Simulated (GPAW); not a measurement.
Te2Mo:

```
Te Mo
1.0
     3.51820    0.00000    0.00000
    -1.75910    3.04685    0.00000
     0.00000    0.00000   13.97360
Te Mo
4 2
Direct
  0.66667 0.33333 0.37900
  0.33333 0.66667 0.87900
  0.66667 0.33333 0.12100
  0.33333 0.66667 0.62100
  0.66667 0.33333 0.75000
  0.33333 0.66667 0.25000
```

| Quantity | Value |
| --- | --- |
| Program | GPAW 26.7.0 |
| Task | relaxation of cell and atoms |
| Functional | revPBE |
| Potentials or basis | the program's PAW data sets (release 1.2.1) made for this functional |
| Cutoff | 600 eV |
| Basis | pw |
| k mesh | 5 × 5 × 2 |
| Occupations | fermi-dirac, width 0.05 eV |
| Spin | no spin polarisation |

At the start: pressure 3.8 GPa; volume 24.96 Å³/atom.

**Question.** Where does the relaxation end?

**Answer.** Over 20 steps the energy falls by 44.9 meV/atom and the volume is 36.15 Å³/atom (+44.8 %); space group P6_3/mmc (No. 194, to 0.05 Å).

The path:
```
step  energy change (eV)  largest force (eV/Å)  pressure (GPa)  volume (Å³)
   1              0.0000                0.1760            3.80       149.79
   2             -0.0153                0.0806            3.21       150.42
   3             -0.0510                0.2802            0.85       153.48
   4             -0.0579                0.3130            0.48       154.34
   5             -0.0870                0.3203           -0.59       158.42
   6             -0.1023                0.1985           -0.67       160.85
   7             -0.1088                0.0508           -0.27       161.72
   8             -0.1111                0.0121            0.02       161.64
   9             -0.1153                0.0887            0.44       161.47
  10             -0.1238                0.1720            0.94       161.67
  11             -0.1413                0.2512            1.48       163.16
  12             -0.1703                0.2620            1.68       167.36
  13             -0.1969                0.2143            1.46       172.67
  14             -0.2198                0.1649            1.12       178.69
  15             -0.2378                0.1247            0.81       185.10
  16             -0.2510                0.0938            0.56       191.73
  17             -0.2600                0.0583            0.33       198.56
  18             -0.2655                0.0331            0.16       205.57
  19             -0.2685                0.0184            0.07       212.69
  20             -0.2695                0.0007            0.01       216.91
```

Final structure:
```yaml
crystal:
  lattice:
    - [3.57574, 0.00000, 0.00000]
    - [-1.78787, 3.09668, 0.00000]
    - [0.00000, 0.00000, 19.58936]
  atoms:
    - { symbol: Te, position: [0.66667, 0.33333, 0.34215] }
    - { symbol: Te, position: [0.33333, 0.66667, 0.84214] }
    - { symbol: Te, position: [0.66667, 0.33333, 0.15786] }
    - { symbol: Te, position: [0.33333, 0.66667, 0.65785] }
    - { symbol: Mo, position: [0.66667, 0.33333, 0.75000] }
    - { symbol: Mo, position: [0.33333, 0.66667, 0.25000] }
```

Caveat: the k mesh is coarse; later steps reuse the first step's grids; the volume moved by over 15 % at a fixed basis, so the end points are rough; this functional lacks dispersion, which binds the layers, so the pressure and a relaxed spacing across them are unreliable, and here the layers came unbound; the volume moved by +45 % from the deposited cell, more than functionals usually miss.
